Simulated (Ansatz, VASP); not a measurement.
**Two plane-wave programs on Al**

```
CELL_PARAMETERS angstrom
-1.59122 1.59122 1.59122
1.59122 -1.59122 1.59122
1.59122 1.59122 -1.59122
ATOMIC_POSITIONS crystal
Al 0.00000 0.00000 0.00000
```

This isn't the form of Al at room conditions, which is fcc.

Alike in both runs: task single point; functional PBEsol; k mesh 20 × 20 × 20; occupations gaussian, width 0.15 eV; no spin polarisation.

|  | VASP | Ansatz |
| --- | --- | --- |
| version | VASP 6.6.1 | Ansatz 0.2.0 |
| potentials or method | VASP PAW PBE potentials, release 64 (Al) | scalar-relativistic, plane waves, PAW |
| plane-wave cutoff (eV) | 520 | 420 |
| valence electrons in the cell | 3 | 3 |

Ansatz gave:

| Item | Value |
| --- | --- |
| gap on the k mesh at the Fermi level (eV) | none |
| pressure (GPa) | 2.2 |

Question: What did VASP give for the same quantities?

Answer: gap on the k mesh at the Fermi level (eV): none; pressure (GPa): 2.3.

A gap of «none» marks a metal or a gap that the smearing closes. The functional is the same, so the differences come from potentials, cutoffs and numerics.

Caveats: the PAW data sets were made with another functional, which shifts forces and pressure a little (VASP).
